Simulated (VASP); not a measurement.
# TaN (Fm-3m) in VASP: further runs

One crystal, TaN, is run at these levels: PBE; tasks: single point.

Program: VASP 6.6.1. These are calculated values, not measurements. Logs are shortened: lines on timing, memory, paths and dates and some standing lists are left out, and cuts for length are marked.

### Step 1. The crystal as given

The structure is cubic, space group Fm-3m (No. 225). Conventional cell: a = 4.423 Å, b = 4.423 Å, c = 4.423 Å, α = 90.00°, β = 90.00°, γ = 90.00°. Ta (site symmetry m-3m) has 6 N at 2.21 Å as nearest neighbours. N (site symmetry m-3m) is surrounded by 6 Ta at 2.21 Å.

The cell comes from a database or a generator and needn't be the stable form of this composition.

### Step 2. Single point, PBE

Input file INCAR:

```
SYSTEM = TaN
  PREC = Accurate
  ENCUT = 900
  EDIFF = 1E-8
  ISMEAR = 0
  SIGMA = 0.05
  LREAL = .FALSE.
  LASPH = .TRUE.
  NELM = 100
  ALGO = Normal
  ISIF = 2
  LWAVE = .FALSE.
  LCHARG = .FALSE.
  GGA = PE
  ADDGRID = .FALSE.
```

Input file KPOINTS:

```
Automatic mesh
0
G
  13 13 13
  0 0 0
```

Input file POSCAR:

```
TaN
1.0
    0.0000000000      2.2113230000      2.2113230000
    2.2113230000      0.0000000000      2.2113230000
    2.2113230000      2.2113230000      0.0000000000
Ta N
1 1
Direct
    0.5000000000      0.5000000000      0.5000000000
    0.0000000000      0.0000000000      0.0000000000
```

Potentials or basis: VASP PAW PBE potentials, release 64 (Ta_pv, N).

The run is started by

```console
cat potpaw_PBE.64/Ta_pv/POTCAR potpaw_PBE.64/N/POTCAR > POTCAR
mpirun -np 1 vasp_std > vasp.out
```

OUTCAR:

```text
SYSTEM = TaN
   PREC = Accurate
   ENCUT = 900
   EDIFF = 1E-8
   ISMEAR = 0
   LREAL = .FALSE.
   LASPH = .TRUE.
   NELM = 100
   ISIF = 2
   GGA = PE

 ion  position               nearest neighbor table
   1  0.500  0.500  0.500-   2 2.21   2 2.21   2 2.21   2 2.21   2 2.21   2 2.21
   2  0.000  0.000  0.000-   1 2.21   1 2.21   1 2.21   1 2.21   1 2.21   1 2.21

  LATTYP: Found a face centered cubic cell.
 ALAT       =     4.4226460000

  Lattice vectors:

 A1 = (   0.0000000000,   2.2113230000,   2.2113230000)
 A2 = (   2.2113230000,   0.0000000000,   2.2113230000)
 A3 = (   2.2113230000,   2.2113230000,   0.0000000000)

Analysis of symmetry for initial positions (statically):
=====================================================================
 Subroutine PRICEL returns:
 Original cell was already a primitive cell.

 Routine SETGRP: Setting up the symmetry group for a
 face centered cubic supercell.

 Subroutine GETGRP returns: Found 48 space group operations
 (whereof 48 operations were pure point group operations)
 out of a pool of 48 trial point group operations.

The static configuration has the point symmetry O_h .

Analysis of symmetry for dynamics (positions and initial velocities):
=====================================================================
 Subroutine PRICEL returns:
 Original cell was already a primitive cell.

 Routine SETGRP: Setting up the symmetry group for a
 face centered cubic supercell.

 Subroutine GETGRP returns: Found 48 space group operations
 (whereof 48 operations were pure point group operations)
 out of a pool of 48 trial point group operations.

The dynamic configuration has the point symmetry O_h .

 Subroutine INISYM returns: Found 48 space group operations
 (whereof 48 operations are pure point group operations),
 and found     1 'primitive' translations

----------------------------------------------------------------------------------------

                                     Primitive cell

  volume of cell :      21.6265

  direct lattice vectors                    reciprocal lattice vectors
     0.000000000  2.211323000  2.211323000    -0.226108985  0.226108985  0.226108985
     2.211323000  0.000000000  2.211323000     0.226108985 -0.226108985  0.226108985
     2.211323000  2.211323000  0.000000000     0.226108985  0.226108985 -0.226108985

  length of vectors
     3.127282977  3.127282977  3.127282977     0.391632251  0.391632251  0.391632251

  position of ions in fractional coordinates (direct lattice)
     0.500000000  0.500000000  0.500000000
     0.000000000  0.000000000  0.000000000

  ion indices of the primitive-cell ions
[... 88 lines left out ...]
   EMIN   =  10.00;   EMAX   =-10.00  energy-range for DOS
   EFERMI =   0.00;   METHOD = LEGACY
   ISMEAR =     0;   SIGMA  =   0.05  broadening in eV -4-tet -1-fermi 0-gaus
   EFERMI_NEDOS =   21; number of points for ismear=-14 and -15
   IALGO  =     38    algorithm
   IMIX   =      4    mixing-type and parameters
     AMIX     =   0.40;   BMIX     =  1.00
     AMIX_MAG =   1.60;   BMIX_MAG =  1.00
  volume/ion in A,a.u.               =      10.81        72.97
  Fermi-wavevector in a.u.,A,eV,Ry     =   1.480651  2.798024 29.828417  2.192327
  Thomas-Fermi vector in A             =   2.594659
   LORBIT       =      0    0 simple, 1 ext, 2 COOP (PROOUT), +10 PAW based schemes
   GGA     = PE    functional components
   LHFCALC =     F    Hartree Fock is set to
   AEXX    =    0.0000 exact exchange contribution
   IVDW    =     0    specifies the selected vdW correction
   LEPSILON=     F    determine dielectric tensor
   LRPA    =     F    only Hartree local field effects (RPA)
 non-spin polarized calculation
 Gauss-broadening in eV      SIGMA  =   0.05
  energy-cutoff  :      900.00
  volume of cell :       21.63
 maximum number of plane-waves:      1363
   NGX = 15   NGY = 15   NGZ = 15

 number of electron      16.0000000 magnetization

 Free energy of the ion-electron system (eV)
  ---------------------------------------------------
  ext. energy  EPLUGINS =         0.00000000
  ---------------------------------------------------
  free energy    TOTEN  =       -21.84202140 eV

  energy without entropy =      -21.84124891  energy(sigma->0) =      -21.84163516

 E-fermi :   9.4335     XC(G=0): -13.3445

 val. band max:        9.4229775343   @ k =  -0.3077   0.3077   0.0000
 cond. band min:       9.4372079906   @ k =  -0.2308   0.2308   0.0000
 fundamental gap:      0.0142304562
 Fermi energy:         9.4335201368

 k-point     1 :       0.0000    0.0000    0.0000
  band No.  band energies     occupation
      1     -26.4542      2.00000
      2     -26.4542      2.00000
      3     -26.4542      2.00000
      4      -9.3686      2.00000
      5       5.5771      2.00000
      6       5.5771      2.00000
      7       5.5771      2.00000
      8       7.2958      2.00000
      9       7.2958      2.00000
     10       7.2958      2.00000
     11       9.4149      1.40228
     12       9.4149      1.40225
[... 331 lines left out ...]
 k-point    24 :       0.4615    0.1538    0.0000
  band No.  band energies     occupation
      1     -27.1438      2.00000
      2     -26.6178      2.00000
      3     -26.5777      2.00000
      4      -7.0056      2.00000
      5       0.0910      2.00000
      6       2.1922      2.00000
      7       2.5715      2.00000
      8       8.4874      2.00000
      9      11.5061      0.00000
     10      11.5665      0.00000
     11      14.2234      0.00000
     12      14.7700      0.00000

 [... further k-points ...]

------------------------ aborting loop because EDIFF is reached ----------------------------------------

  FORCE on cell =-STRESS in cart. coord.  units (eV):
  Direction    XX          YY          ZZ          XY          YZ          ZX
  --------------------------------------------------------------------------------------
  -------------------------------------------------------------------------------------
  Total       -0.0545531     -0.0545531     -0.0545531      0.0000000     -0.0000000      0.0000000
  in kB       -4.0415066     -4.0415066     -4.0415066      0.0000000     -0.0000000      0.0000000
  external PRESSURE =      -4.0415066 kB  Pullay stress =       0.0000000 kB

 VOLUME and BASIS-vectors are now :
 -----------------------------------------------------------------------------
  energy-cutoff  :      900.00
  volume of cell :       21.63
      direct lattice vectors                 reciprocal lattice vectors
     0.000000000  2.211323000  2.211323000    -0.226108985  0.226108985  0.226108985
     2.211323000  0.000000000  2.211323000     0.226108985 -0.226108985  0.226108985
     2.211323000  2.211323000  0.000000000     0.226108985  0.226108985 -0.226108985

 POSITION                                       TOTAL-FORCE (eV/Angst)
 -----------------------------------------------------------------------------------
      2.21132      2.21132      2.21132         0.000000      0.000000     -0.000000
      0.00000      0.00000      0.00000         0.000000      0.000000      0.000000
 -----------------------------------------------------------------------------------
    total drift:                                0.000000     -0.000000     -0.000000

  FREE ENERGIE OF THE ION-ELECTRON SYSTEM (eV)
  ---------------------------------------------------
  free  energy   TOTEN  =       -21.8420214039 eV

  energy  without entropy=      -21.8412489137  energy(sigma->0) =      -21.84163516
```

OSZICAR:

```text
N       E                     dE             d eps       ncg     rms          rms(c)
DAV:   1     0.119076445735E+03    0.11908E+03   -0.12787E+04  2016   0.214E+03
DAV:   2    -0.187957321101E+02   -0.13787E+03   -0.13046E+03  2248   0.455E+02
DAV:   3    -0.247324007664E+02   -0.59367E+01   -0.57430E+01  2592   0.860E+01
DAV:   4    -0.248635620177E+02   -0.13116E+00   -0.12980E+00  2420   0.115E+01
DAV:   5    -0.248654706165E+02   -0.19086E-02   -0.19077E-02  2672   0.123E+00    0.232E+01
DAV:   6    -0.219616503937E+02    0.29038E+01   -0.12448E+01  2624   0.365E+01    0.969E+00
DAV:   7    -0.218749044975E+02    0.86746E-01   -0.49762E-01  2228   0.707E+00    0.659E+00
DAV:   8    -0.218486032276E+02    0.26301E-01   -0.16621E-01  2476   0.463E+00    0.133E+00
DAV:   9    -0.218421334657E+02    0.64698E-02   -0.28159E-02  2424   0.160E+00    0.373E-01
DAV:  10    -0.218421368325E+02   -0.33668E-05   -0.20036E-03  2412   0.478E-01    0.221E-01
DAV:  11    -0.218419995810E+02    0.13725E-03   -0.29323E-04  2432   0.169E-01    0.299E-02
DAV:  12    -0.218419983954E+02    0.11856E-05   -0.24874E-05  2464   0.474E-02    0.547E-03
DAV:  13    -0.218420080488E+02   -0.96534E-05   -0.67802E-07  2424   0.829E-03    0.505E-03
DAV:  14    -0.218420212436E+02   -0.13195E-04   -0.99077E-05  2284   0.281E-03    0.506E-03
DAV:  15    -0.218420214118E+02   -0.16821E-06   -0.17703E-06  2172   0.268E-03    0.227E-03
DAV:  16    -0.218420214006E+02    0.11197E-07   -0.33453E-08  1908   0.153E-03    0.189E-03
DAV:  17    -0.218420214039E+02   -0.33074E-08   -0.57491E-09  1064   0.363E-04
   1 F= -.21842021E+02 E0= -.21841635E+02  d E =-.772490E-03
```

It took 42 s on 1 thread of Intel Xeon Platinum 8488C (Sapphire Rapids), shared host; peak memory 0.21 GiB.

Results:

```yaml
Free_energy: -21.8420 eV
Pressure: -0.4 GPa
```

Caveat: the bands computed are all filled at some k points, so no gap is given. The run has no spin-orbit coupling, so splittings on Ta are missing.

### Step 3. Single point, PBE

Edit INCAR of step 2 so:

```diff
@@ -2,4 +2,4 @@
   PREC = Accurate
-  ENCUT = 900
-  EDIFF = 1E-8
+  ENCUT = 520
+  EDIFF = 1E-7
   ISMEAR = 0
```

Input file KPOINTS:

```
Automatic mesh
0
G
  9 9 9
  0 0 0
```

POSCAR is that of step 2.

Potentials or basis: VASP PAW PBE potentials, release 64 (Ta_pv, N).

The run is started by

```console
cat potpaw_PBE.64/Ta_pv/POTCAR potpaw_PBE.64/N/POTCAR > POTCAR
mpirun -np 1 vasp_std > vasp.out
```

OUTCAR:

```text
SYSTEM = TaN
   PREC = Accurate
   ENCUT = 520
   EDIFF = 1E-7
   ISMEAR = 0
   LREAL = .FALSE.
   LASPH = .TRUE.
   NELM = 100
   ISIF = 2
   GGA = PE

 Found     35 irreducible k-points:

 Following reciprocal coordinates:
            Coordinates               Weight
  0.000000  0.000000  0.000000      1.000000
  0.111111  0.000000  0.000000      8.000000
  0.222222  0.000000  0.000000      8.000000
  0.333333  0.000000  0.000000      8.000000
  0.444444  0.000000  0.000000      8.000000
  0.111111  0.111111  0.000000      6.000000
   k-points           NKPTS =     35   k-points in BZ     NKDIM =     35   number of bands    NBANDS=     12
   number of dos      NEDOS =    301   number of ions     NIONS =      2
   total plane-waves  NPLWV =  13824
   dimension x,y,z NGX =    24 NGY =   24 NGZ =   24
   dimension x,y,z NGXF=    48 NGYF=   48 NGZF=   48
   ions per type =               1   1
   NGX,Y,Z   is equivalent  to a cutoff of  12.76, 12.76, 12.76 a.u.
   NGXF,Y,Z  is equivalent  to a cutoff of  25.52, 25.52, 25.52 a.u.
 SYSTEM =  TaN
   PREC   = accura    normal or accurate (medium, high low for compatibility)
   ISTART =      0    job   : 0-new  1-cont  2-samecut
   ICHARG =      2    charge: 1-file 2-atom 10-const
   ISPIN  =      1    spin polarized calculation?
   LNONCOLLINEAR =      F non collinear calculations
   LSORBIT =      F    spin-orbit coupling
   LASPH  =      T    aspherical Exc in radial PAW
   ENCUT  =  520.0 eV  38.22 Ry    6.18 a.u.   5.81  5.81  5.81*2*pi/ulx,y,z
   NELM   =    100;   NELMIN=  2; NELMDL= -5     # of ELM steps
   EDIFF  = 0.1E-06   stopping-criterion for ELM
   LREAL  =      F    real-space projection
   EDIFFG = 0.1E-05   stopping-criterion for IOM
   NSW    =      0    number of steps for IOM
   IBRION =     -1    ionic relax: 0-MD 1-quasi-New 2-CG
   NFREE  =      0    steps in history (QN), initial steepest desc. (CG)
   ISIF   =      2    stress and relaxation
   ISYM   =      2    0-nonsym 1-usesym 2-fastsym
   POTIM  = 0.5000    time-step for ionic-motion
   TEBEG  =    0.0;   TEEND  =   0.0 temperature during run
   PSTRESS=    0.0 pullay stress
   NELECT =      16.0000    total number of electrons
   NUPDOWN=      -1.0000    fix difference up-down
   EMIN   =  10.00;   EMAX   =-10.00  energy-range for DOS
   EFERMI =   0.00;   METHOD = LEGACY
   ISMEAR =     0;   SIGMA  =   0.05  broadening in eV -4-tet -1-fermi 0-gaus
   EFERMI_NEDOS =   21; number of points for ismear=-14 and -15
   IALGO  =     38    algorithm
   IMIX   =      4    mixing-type and parameters
     AMIX     =   0.40;   BMIX     =  1.00
[... 21 lines left out ...]
  ---------------------------------------------------
  ext. energy  EPLUGINS =         0.00000000
  ---------------------------------------------------
  free energy    TOTEN  =       -21.82884367 eV

  energy without entropy =      -21.82780996  energy(sigma->0) =      -21.82832681

 E-fermi :   9.2545     XC(G=0): -13.3450

 val. band max:        9.1534778785   @ k =  -0.4444   0.2222   0.1111
 cond. band min:       9.2932290740   @ k =   0.2222   0.1111   0.0000
 fundamental gap:      0.1397511955
 Fermi energy:         9.2545010351

 k-point     1 :       0.0000    0.0000    0.0000
  band No.  band energies     occupation
      1     -26.4622      2.00000
      2     -26.4622      2.00000
      3     -26.4622      2.00000
      4      -9.3681      2.00000
      5       5.5778      2.00000
      6       5.5778      2.00000
      7       5.5778      2.00000
      8       7.2933      2.00000
      9       7.2933      2.00000
     10       7.2933      2.00000
     11       9.4116      0.00001
     12       9.4116      0.00001
[... 61 lines left out ...]
 k-point     6 :       0.1111    0.1111    0.0000
  band No.  band energies     occupation
      1     -26.5562      2.00000
      2     -26.4937      2.00000
      3     -26.4937      2.00000
      4      -9.0075      2.00000
      5       3.5438      2.00000
      6       5.0002      2.00000
      7       5.0002      2.00000
      8       6.7410      2.00000
      9       8.4724      2.00000
     10       8.4724      2.00000
     11       9.6100      0.00000
     12      10.4660      0.00000

 [... further k-points ...]

------------------------ aborting loop because EDIFF is reached ----------------------------------------

  FORCE on cell =-STRESS in cart. coord.  units (eV):
  Direction    XX          YY          ZZ          XY          YZ          ZX
  --------------------------------------------------------------------------------------
  -------------------------------------------------------------------------------------
  Total       -0.0783451     -0.0783451     -0.0783451     -0.0000000     -0.0000000      0.0000000
  in kB       -5.8041126     -5.8041126     -5.8041126     -0.0000000     -0.0000000      0.0000000
  external PRESSURE =      -5.8041126 kB  Pullay stress =       0.0000000 kB

 VOLUME and BASIS-vectors are now :
 -----------------------------------------------------------------------------
  energy-cutoff  :      520.00
  volume of cell :       21.63
      direct lattice vectors                 reciprocal lattice vectors
     0.000000000  2.211323000  2.211323000    -0.226108985  0.226108985  0.226108985
     2.211323000  0.000000000  2.211323000     0.226108985 -0.226108985  0.226108985
     2.211323000  2.211323000  0.000000000     0.226108985  0.226108985 -0.226108985

 POSITION                                       TOTAL-FORCE (eV/Angst)
 -----------------------------------------------------------------------------------
      2.21132      2.21132      2.21132        -0.000000     -0.000000     -0.000000
      0.00000      0.00000      0.00000         0.000000      0.000000      0.000000
 -----------------------------------------------------------------------------------
    total drift:                                0.000000     -0.000000     -0.000000

  FREE ENERGIE OF THE ION-ELECTRON SYSTEM (eV)
  ---------------------------------------------------
  free  energy   TOTEN  =       -21.8288436666 eV

  energy  without entropy=      -21.8278099578  energy(sigma->0) =      -21.82832681
```

It took 6.3 s on 1 thread of Intel Xeon Platinum 8488C (Sapphire Rapids), shared host; peak memory 0.14 GiB.

These settings aren't checked as converged: the numbers below hold their error.

What came out:

* Free energy: -21.8288 eV
* Pressure: -0.6 GPa
* Band gap on the k mesh: none (metal or under the smearing width)

### Step 4. Single point, PBE

INCAR is that of step 3.

Input file KPOINTS:

```
Automatic mesh
0
G
  11 11 11
  0 0 0
```

POSCAR is that of step 3.

The run is started by

```console
cat potpaw_PBE.64/Ta_pv/POTCAR potpaw_PBE.64/N/POTCAR > POTCAR
mpirun -np 1 vasp_std > vasp.out
```

Wall time 9 s (1 thread of Intel Xeon Platinum 8488C (Sapphire Rapids), shared host); peak memory 0.14 GiB.

These settings aren't checked as converged: the numbers below hold their error.

What came out:

* Free energy: -21.8218 eV
* Pressure: -0.5 GPa
* Band gap on the k mesh: none (metal or under the smearing width)

### Step 5. Single point, PBE

Edit INCAR of step 4 so:

```diff
@@ -2,3 +2,3 @@
   PREC = Accurate
-  ENCUT = 520
+  ENCUT = 650
   EDIFF = 1E-7
```

KPOINTS is that of step 4.

POSCAR is that of step 4.

The run is started by

```console
cat potpaw_PBE.64/Ta_pv/POTCAR potpaw_PBE.64/N/POTCAR > POTCAR
mpirun -np 1 vasp_std > vasp.out
```

Run time: 19 s. Hardware: 1 thread of Intel Xeon Platinum 8488C (Sapphire Rapids), shared host; peak memory 0.17 GiB.

The run converged, but some of its settings lie outside the range that counts as converged, so its numbers aren't taken as properties of the crystal.

Results:

```
Free energy            : -21.8262 eV
Pressure               : -0.6 GPa
Band gap on the k mesh : none (metal or under the smearing width)
```

### Step 6. Single point, PBE

Edit INCAR of step 5 so:

```diff
@@ -2,3 +2,3 @@
   PREC = Accurate
-  ENCUT = 650
+  ENCUT = 520
   EDIFF = 1E-7
```

Input file KPOINTS:

```
Automatic mesh
0
G
  13 13 13
  0 0 0
```

POSCAR is that of step 5.

Potentials or basis: VASP PAW PBE potentials, release 64 (Ta_pv, N).

The run is started by

```console
cat potpaw_PBE.64/Ta_pv/POTCAR potpaw_PBE.64/N/POTCAR > POTCAR
mpirun -np 1 vasp_std > vasp.out
```

Wall time 11 s (1 thread of Intel Xeon Platinum 8488C (Sapphire Rapids), shared host); peak memory 0.15 GiB.

The run converged, but some of its settings lie outside the range that counts as converged, so its numbers aren't taken as properties of the crystal.

What came out:

```
Free energy : -21.8342 eV
Pressure    : -0.6 GPa
```

Caveat: the bands computed are all filled at some k points, so no gap is given.

### Step 7. For comparison

An earlier run on the cell as given: functional PBE; potentials or basis VASP PAW PBE potentials, release 64 (Ta_pv, N); cutoff 520 eV; k mesh 10 × 10 × 10; occupations fermi-dirac, width 0.05 eV; no spin polarisation.

* Pressure: -0.6 GPa
* Band gap on the k mesh: none (metal or under the smearing width)
